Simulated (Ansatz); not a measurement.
A run of Ansatz 0.2.0 is set up as follows.

input.yaml

```yaml
crystal:
  lattice:
    - [-1.5838089719, 1.5838089719, 1.5838089719]
    - [1.5838089719, -1.5838089719, 1.5838089719]
    - [1.5838089719, 1.5838089719, -1.5838089719]
  atoms:
    - { symbol: Mo, position: [0.0, 0.0, 0.0] }
hamiltonian:
  xc: pbe
  pseudopotentials: { kind: paw }
kpoints:
  mp_grid: { grid: [12, 12, 12] }
scf:
  occupations: { method: gaussian, width: 0.013 }
output:
  forces: true
  stress: true
  eigenvalues: true
  write_density: true
  write_potential: true
  elf: true
  volumetric_format: npy
```

Potentials or basis: Ansatz PAW.

Command:

```console
$ ansatz run input.yaml --threads 2 --pin off --max-ram 5632MiB --backend cpu --events-out ev --progress --plain --runs-dir out
```

(1) What does it give for the band gap on the k mesh?

(2) What does it give for the pressure?

Results:

(1) none (metal or under the smearing width).

(2) -1.9 GPa.
